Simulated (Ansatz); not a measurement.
# CuO (P4_2/mmc) in Ansatz: reference runs

Reference runs on CuO: the cell as given and a disturbed copy.

All numbers are computed with Ansatz 0.2.0; they aren't measurements. Logs are shortened: lines on timing, memory, paths and dates and some standing lists are left out, and cuts for length are marked.

**1. The structure**

Symmetry: P4_2/mmc, No. 131, tetragonal system. The conventional cell has a = 3.422 Å, b = 3.422 Å, c = 4.260 Å, α = 90.00°, β = 90.00°, γ = 90.00°. Around Cu (site symmetry mmm) lie 4 O at 2.02 Å. Around O (site symmetry -4m2) lie 4 Cu at 2.02 Å and 2 O at 2.13 Å.

Measurements of this composition are mostly on another form, of space group No. 15.

**2. Single point, PBE**

The input, input.yaml:

```yaml
crystal:
  lattice:
    - [3.42205097, 0.0, 0.0]
    - [0.0, 3.42205097, 0.0]
    - [0.0, 0.0, 4.26046148]
  atoms:
    - { symbol: Cu, position: [0.0, 0.5, 0.0] }
    - { symbol: Cu, position: [0.5, 0.0, 0.5] }
    - { symbol: O, position: [0.0, 0.0, 0.25] }
    - { symbol: O, position: [0.0, 0.0, 0.75] }
hamiltonian:
  xc: pbe
  pseudopotentials: { kind: paw }
kpoints:
  mp_grid: { grid: [8, 8, 6] }
scf:
  occupations: { method: fermi_dirac, width: 0.05 }
output:
  forces: true
  stress: true
  eigenvalues: true
```

Potentials or basis: Ansatz PAW.

Run with:

```
> ansatz run input.yaml --threads 2 --pin off --max-ram 5120MiB --backend cpu --events-out ev --progress --plain --runs-dir out
```

What it wrote:

```text
Warning: RAYON_NUM_THREADS=2 ignored (pool sized by the plan → 2); use --threads N
Engine: ansatz 0.2.0, x86_64-unknown-linux-gnu
Pseudopotentials: kind: paw
Pseudopotential: Cu, paw, valence charge 19, recommended cutoff 420 eV (normal), Cu.paw.azcp
Pseudopotential: O, paw, valence charge 6, recommended cutoff 420 eV (normal), O.paw.azcp
Functional definition: PBE
  parameter kappa = 0.804
  parameter beta = 0.06672455060314922
  exchange = pbe_x(kappa = kappa, mu = beta*pi^2/3)
  correlation = pbe_c(beta = beta)
Crystal: 4 atoms, lattice volume = 49.892 Å³
Basis set: ecut = 420 eV, 979 PW (Γ), exchange–correlation on 48×48×60 points (8 copies of the dense FFT grid, shifted against one another)
Bands: 30, of which v1, the nominal top of the filled ones, is band 25 counted from 1 (24 counted from 0)
Symmetry: 16 space group operations
Space group: P42/mmc (ITA 131), of the structure as read, at distance tolerance 3.7e-5 Å
k-points: 60 of 384
Non-local potential: Cu, projectors of the file, l = 0: 3, l = 1: 2, l = 2: 3, l = 3: 1
Non-local potential: O, projectors of the file, l = 0: 2, l = 1: 2, l = 2: 1
PAW form: soft (Blöchl's): semilocal exchange-correlation on the pseudo side does not see the compensation charge
PAW one-centre angular grid: Cu, 590 points (default); XC on 64 Gauss nodes
PAW one-centre angular grid: O, 110 points (default); XC on 64 Gauss nodes
Initial density: superposition of atomic densities (neutral atoms: chi_scale 0, normalization atom), corrected by the library's trained network
Initial wavefunctions: pseudopotential atomic-orbital guess
Functional: x = pbe(κ = 0.804, μ = 0.2195149727645171), c = pbe(β = 0.06672455060314922)
SCF iter   1: F=—  HF=-14381.097347 eV  |F-HF|=—  |Δ(HF+E_count)|=         —  Δρ=1.60e-2  dr2=6.56e-2  ethr=1.77e-3  ⟨swp⟩=5.7  Hψ=6717  notcnv=0
preconditioner: auto → LDOS  [metal: Δε(μ)=0.018 eV  Ē_g=9.809 eV  σ=0.050 eV  W_gap=0.09  n_scr=18 (ndim 8)  ℏωp=30.7 eV  f_vac=0.119  D(μ)=2.37/eV (n_scr^D=18)  β→1.0]
SCF iter   2: F=—  HF=-14381.088267 eV  |F-HF|=—  |Δ(HF+E_count)|=   9.08e-3  Δρ=6.33e-3  dr2=1.15e-2  ethr=1.31e-4  ⟨swp⟩=2.2  Hψ=3376  notcnv=0
SCF iter   3: F=—  HF=-14381.092038 eV  |F-HF|=—  |Δ(HF+E_count)|=   3.77e-3  Δρ=1.02e-2  dr2=3.00e-2  ethr=2.30e-5  ⟨swp⟩=2.0  Hψ=3600  notcnv=0  recentre
SCF iter   4: F=—  HF=-14381.085614 eV  |F-HF|=—  |Δ(HF+E_count)|=   6.42e-3  Δρ=2.34e-3  dr2=2.07e-3  ethr=2.30e-5  ⟨swp⟩=2.3  Hψ=3139  notcnv=0
SCF iter   5: F=—  HF=-14381.085566 eV  |F-HF|=—  |Δ(HF+E_count)|=   4.82e-5  Δρ=2.88e-4  dr2=2.48e-5  ethr=4.14e-6  ⟨swp⟩=1.0  Hψ=1802  notcnv=0
SCF iter   6: F=—  HF=-14381.085461 eV  |F-HF|=—  |Δ(HF+E_count)|=   1.04e-4  Δρ=2.29e-5  dr2=1.21e-7  ethr=4.97e-8  ⟨swp⟩=2.1  Hψ=2649  notcnv=0
SCF iter   7: F=-14381.085461 eV  HF=-14381.085461 eV  |F-HF|=3.31e-9  |Δ(HF+E_count)|=   9.72e-8  Δρ=5.07e-6  dr2=8.93e-9  ethr=2.00e-10  ⟨swp⟩=4.4  Hψ=6374  notcnv=0
SCF 1 converged in 7 iterations: F = -14381.085461 eV  dr2 = 8.93e-9
SCF converged after 7 iterations
Free energy (F): -14381.085461 eV
Harris-Foulkes:  -14381.085461 eV  (|F-HF|=3.31e-9)
Internal energy: -14381.065892 eV  (E = F + TS)
E sigma→0 (E₀):  -14381.075677 eV
Entropy (-TS):   -0.019570 eV (-4.892 meV/atom)
Fermi energy:    9.301594 eV
--- Per-component energies (eV) ---
  E_band       = -995.070156
  E_kinetic    = 939.356416
  E_local      = -10693.089610  (includes V_loc(G=0)·N_el)
  E_nonlocal   = 883.205306
  E_hartree    = 4633.527650
  E_xc         = -321.370608
  E_vxc        = -412.285225  (∫ρ·V_xc dr)
  E_paw        = -3643.931378  (= ΣΔE_a)
  E_vpaw       = -979.321633  (= ΣTr[D̂ρ^β])
  E_aug_tail   = 0.005366  (compensation charges beyond the density's cutoff)
  E_ewald      = -6178.769034
  E_smearing   = -0.019570  (= −TS)
  E_closure    = -0.000000  (closes the sum)
  Σ components = -14381.085461   (vs F -14381.085461, Δ=0.00e0)
--- Forces (eV/Å), atoms counted from 1 ---
  atom   1  Cu     0.00000000     0.00000000     0.00000000
  atom   2  Cu     0.00000000    -0.00000000     0.00000000
  atom   3  O      0.00000000     0.00000000     0.00000000
  atom   4  O      0.00000000     0.00000000    -0.00000000
  max |Σ_I F_I| component: 6.94e-29 eV/Å
--- Stress (GPa, compression-positive) ---
      -14.851267       0.000000       0.000000
        0.000000     -14.851267       0.000000
        0.000000       0.000000      21.380709
  P = ⅓ Tr σ = -2.7739 GPa (-27.739 kbar)
--- Band table (eV; the first three rows and the last of 60) ---
  k-point 0: bands = ["-103.1878", "-103.1874", "-60.6962", "-60.6962", "-60.5987", "-60.5938", "-60.4123", "-60.4123", "-10.7952", "-8.0069", "1.4007", "4.0524", "4.0524", "4.5694", "4.5694", "5.6420", "6.5183", "6.7714", "6.9541", "7.0629", "7.0629", "7.0881", "8.0521", "9.7272", "9.7797", "9.9608", "9.9608", "15.3917", "16.4510", "18.9198"]
  k-point 1: bands = ["-103.1878", "-103.1874", "-60.6962", "-60.6962", "-60.5984", "-60.5942", "-60.4123", "-60.4123", "-10.6578", "-8.2774", "1.8884", "3.9281", "3.9281", "4.7184", "4.7184", "5.7521", "6.5341", "6.7925", "6.8700", "7.0668", "7.1291", "7.1291", "7.9858", "8.7877", "9.8046", "9.8046", "10.4006", "14.0049", "17.3828", "20.0136"]
  k-point 2: bands = ["-103.1878", "-103.1875", "-60.6962", "-60.6962", "-60.5975", "-60.5951", "-60.4123", "-60.4123", "-10.2590", "-8.9201", "3.1488", "3.7693", "3.7693", "4.9238", "4.9238", "5.9227", "6.4218", "6.5430", "6.8503", "7.0086", "7.2986", "7.2986", "7.8070", "7.8625", "9.4628", "9.4628", "10.9021", "12.5323", "18.1256", "20.2664"]
  k-point 59: bands = ["-103.1875", "-103.1875", "-60.6979", "-60.6979", "-60.5961", "-60.5961", "-60.4132", "-60.4132", "-9.3359", "-9.3359", "3.5833", "3.5833", "3.8771", "3.8771", "5.2235", "5.2235", "6.6140", "6.6140", "6.8349", "6.8349", "7.5356", "7.5356", "7.7202", "7.7202", "8.1535", "8.1535", "12.8358", "12.8358", "17.5802", "17.5802"]
```

It took 0.91 s on 2 threads of AMD EPYC 9R45 (Zen 5), shared host; peak memory 0.39 GiB.

Results:

```yaml
Free_energy: -14381.0855 eV
Pressure: -2.8 GPa
Band_gap_on_the_k_mesh: none (metal or under the smearing width)
```

Caveat: the pressure holds a Pulay correction of +0.6 GPa for the finite cutoff; the run has no spin polarisation, though such a crystal can be magnetic; semilocal functionals often make such compounds metallic where correlation or magnetic order opens a gap, which also shifts bond lengths. With open d or f shells a metallic result of PBE can be an artefact of self-interaction; +U or a hybrid may open a gap.

**3. Single point, PBE (atoms moved at random, drawn with an rms of 0.05 Å)**

The input, input.yaml:

```yaml
crystal:
  lattice:
    - [3.42205097, 0.0, 0.0]
    - [0.0, 3.42205097, 0.0]
    - [0.0, 0.0, 4.26046148]
  atoms:
    - { symbol: Cu, position: [0.004178, 0.493359, -0.017606] }
    - { symbol: Cu, position: [0.505242, -0.009282, 0.507652] }
    - { symbol: O, position: [-0.0077, -0.003813, 0.253352] }
    - { symbol: O, position: [-0.007072, -0.00208, 0.744355] }
hamiltonian:
  xc: pbe
  pseudopotentials: { kind: paw }
kpoints:
  mp_grid: { grid: [8, 8, 6] }
scf:
  occupations: { method: fermi_dirac, width: 0.05 }
output:
  forces: true
  stress: true
  eigenvalues: true
  write_density: true
  write_potential: true
  elf: true
  volumetric_format: npy
```

Potentials or basis: Ansatz PAW.

Run with:

```
> ansatz run input.yaml --threads 2 --pin off --max-ram 5120MiB --backend cpu --events-out ev --progress --plain --runs-dir out
```

What it wrote:

```text
Warning: RAYON_NUM_THREADS=2 ignored (pool sized by the plan → 2); use --threads N
[... 9 set-up lines as earlier in the session ...]
Crystal: 4 atoms, lattice volume = 49.892 Å³
Basis set: ecut = 420 eV, 979 PW (Γ), exchange–correlation on 48×48×60 points (8 copies of the dense FFT grid, shifted against one another)
Bands: 30, of which v1, the nominal top of the filled ones, is band 25 counted from 1 (24 counted from 0)
Symmetry: 1 space group operations
Space group: P1 (ITA 1), of the structure as read, at distance tolerance 3.7e-5 Å
k-points: 196 of 384 (time reversal used)
[... 8 set-up lines as earlier in the session ...]
SCF iter   1: F=—  HF=-14381.040808 eV  |F-HF|=—  |Δ(HF+E_count)|=         —  Δρ=1.59e-2  dr2=6.45e-2  ethr=1.77e-3  ⟨swp⟩=5.7  Hψ=21555  notcnv=0
preconditioner: auto → LDOS  [metal: Δε(μ)=0.001 eV  Ē_g=9.820 eV  σ=0.050 eV  W_gap=0.01  n_scr=18 (ndim 8)  ℏωp=30.7 eV  f_vac=0.119  D(μ)=2.42/eV (n_scr^D=20)  β→1.0]
SCF iter   2: F=—  HF=-14381.031832 eV  |F-HF|=—  |Δ(HF+E_count)|=   8.98e-3  Δρ=6.29e-3  dr2=1.16e-2  ethr=1.29e-4  ⟨swp⟩=2.2  Hψ=11007  notcnv=0
SCF iter   3: F=—  HF=-14381.035542 eV  |F-HF|=—  |Δ(HF+E_count)|=   3.71e-3  Δρ=1.01e-2  dr2=2.99e-2  ethr=2.31e-5  ⟨swp⟩=2.0  Hψ=11760  notcnv=0  recentre
SCF iter   4: F=—  HF=-14381.029182 eV  |F-HF|=—  |Δ(HF+E_count)|=   6.36e-3  Δρ=2.39e-3  dr2=2.16e-3  ethr=2.31e-5  ⟨swp⟩=2.3  Hψ=10222  notcnv=0
SCF iter   5: F=—  HF=-14381.029114 eV  |F-HF|=—  |Δ(HF+E_count)|=   6.86e-5  Δρ=3.41e-4  dr2=3.79e-5  ethr=4.32e-6  ⟨swp⟩=1.0  Hψ=5880  notcnv=0
SCF iter   6: F=—  HF=-14381.029005 eV  |F-HF|=—  |Δ(HF+E_count)|=   1.09e-4  Δρ=4.81e-5  dr2=9.87e-7  ethr=7.58e-8  ⟨swp⟩=2.2  Hψ=8509  notcnv=0
SCF iter   7: F=—  HF=-14381.029005 eV  |F-HF|=—  |Δ(HF+E_count)|=   2.18e-7  Δρ=4.23e-5  dr2=7.23e-7  ethr=1.97e-9  ⟨swp⟩=2.5  Hψ=9399  notcnv=0
SCF iter   8: F=-14381.029005 eV  HF=-14381.029005 eV  |F-HF|=2.96e-8  |Δ(HF+E_count)|=   4.40e-8  Δρ=1.15e-5  dr2=3.38e-8  ethr=2.00e-10  ⟨swp⟩=6.0  Hψ=36075  notcnv=0
SCF 1 converged in 8 iterations: F = -14381.029005 eV  dr2 = 3.38e-8
SCF converged after 8 iterations
Free energy (F): -14381.029005 eV
Harris-Foulkes:  -14381.029005 eV  (|F-HF|=2.96e-8)
Internal energy: -14381.009051 eV  (E = F + TS)
E sigma→0 (E₀):  -14381.019028 eV
Entropy (-TS):   -0.019954 eV (-4.988 meV/atom)
Fermi energy:    9.295638 eV
--- Per-component energies (eV) ---
  E_band       = -995.383121
  E_kinetic    = 939.462542
  E_local      = -10704.348848  (includes V_loc(G=0)·N_el)
  E_nonlocal   = 883.313573
  E_hartree    = 4638.944677
  E_xc         = -321.390456
  E_vxc        = -412.312850  (∫ρ·V_xc dr)
  E_paw        = -3643.977422  (= ΣΔE_a)
  E_vpaw       = -979.389240  (= ΣTr[D̂ρ^β])
  E_aug_tail   = 0.005308  (compensation charges beyond the density's cutoff)
  E_ewald      = -6173.018425
  E_smearing   = -0.019954  (= −TS)
  E_closure    = -0.000000  (closes the sum)
  Σ components = -14381.029005   (vs F -14381.029005, Δ=0.00e0)
--- Forces (eV/Å), atoms counted from 1 ---
  atom   1  Cu    -0.17857084     0.13280059     0.60844258
  atom   2  Cu    -0.49349144     0.09171386    -0.44312714
  atom   3  O      0.30743929    -0.09884168    -0.64386516
  atom   4  O      0.36464362    -0.12567564     0.47855680
  max |Σ_I F_I| component: 2.06e-5 eV/Å
--- Stress (GPa, compression-positive) ---
      -13.952204       0.042536       0.250503
        0.042536     -14.506473       0.152113
        0.250503       0.152113      21.478592
  P = ⅓ Tr σ = -2.3267 GPa (-23.267 kbar)
--- Band table (eV; the first three rows and the last of 196) ---
  k-point 0: bands = ["-103.2482", "-103.1360", "-60.7653", "-60.6603", "-60.6396", "-60.5375", "-60.4596", "-60.3758", "-10.8288", "-8.0021", "1.3852", "3.8979", "3.9889", "4.5899", "4.7225", "5.6331", "6.5210", "6.7605", "6.9562", "7.0255", "7.0885", "7.0935", "8.0264", "9.7305", "9.7915", "9.9266", "9.9833", "15.4114", "16.4365", "18.8777"]
  k-point 1: bands = ["-103.2482", "-103.1360", "-60.7653", "-60.6603", "-60.6396", "-60.5376", "-60.4596", "-60.3758", "-10.6948", "-8.2687", "1.8688", "3.8080", "3.8901", "4.7045", "4.8471", "5.7421", "6.5351", "6.7764", "6.8744", "7.0711", "7.0990", "7.1533", "7.9493", "8.8253", "9.7650", "9.8198", "10.4060", "14.0101", "17.3776", "19.9531"]
  k-point 2: bands = ["-103.2482", "-103.1360", "-60.7653", "-60.6603", "-60.6396", "-60.5376", "-60.4596", "-60.3758", "-10.3139", "-8.8927", "3.1034", "3.6855", "3.7497", "4.8821", "5.0371", "5.9257", "6.4162", "6.5492", "6.8208", "7.0220", "7.2827", "7.3057", "7.6860", "7.9991", "9.4117", "9.4996", "10.8967", "12.5351", "18.1183", "20.2453"]
  k-point 195: bands = ["-103.2481", "-103.1359", "-60.7671", "-60.6600", "-60.6413", "-60.5374", "-60.4606", "-60.3767", "-9.5728", "-9.1250", "3.3466", "3.4670", "4.0242", "4.0293", "5.1047", "5.3331", "6.5438", "6.6748", "6.7663", "6.8769", "7.4828", "7.5495", "7.7377", "7.7535", "7.9744", "8.3271", "12.5895", "13.0873", "17.4506", "17.6728"]
```

Run time: 5.9 s. Hardware: 2 threads of AMD EPYC 9R45 (Zen 5), shared host; peak memory 0.54 GiB.

What came out:

```
Free energy            : -14381.0290 eV
Pressure               : -2.3 GPa
Largest force          : 0.720 eV/Å
Band gap on the k mesh : none (metal or under the smearing width)
```

Forces on the atoms (eV/Å):
```
Cu  -0.179  0.133  0.608
Cu  -0.493  0.092 -0.443
O    0.307 -0.099 -0.644
O    0.365 -0.126  0.479
```

Levels at points of the mesh, in eV from the Fermi level:
| k point | band 23 | band 24 | band 25 | band 26 | band 27 | band 28 |
| --- | --- | --- | --- | --- | --- | --- |
| (0.00, 0.00, 0.00) | -1.27 | 0.43 | 0.50 | 0.63 | 0.69 | 6.12 |
| (0.00, 0.00, -0.50) | -1.76 | -1.49 | -0.09 | 0.02 | 2.15 | 2.32 |
| (0.00, -0.50, 0.00) | -1.76 | -1.69 | 0.56 | 0.96 | 3.77 | 4.05 |
| (0.00, -0.50, -0.50) | -1.82 | -1.77 | -0.78 | 0.47 | 3.93 | 5.05 |
| (-0.50, 0.00, 0.00) | -1.72 | -1.68 | 0.52 | 0.95 | 3.77 | 4.07 |
| (-0.50, 0.00, -0.50) | -1.82 | -1.75 | -0.70 | 0.38 | 3.84 | 5.20 |
| (-0.50, -0.50, 0.00) | -1.80 | -1.48 | -1.46 | 0.80 | 1.30 | 7.73 |
| (-0.50, -0.50, -0.50) | -1.56 | -1.54 | -1.32 | -0.97 | 3.29 | 3.79 |

Caveat: the pressure holds a Pulay correction of +0.6 GPa for the finite cutoff; the run has no spin polarisation, though such a crystal can be magnetic; semilocal functionals often make such compounds metallic where correlation or magnetic order opens a gap, which also shifts bond lengths.
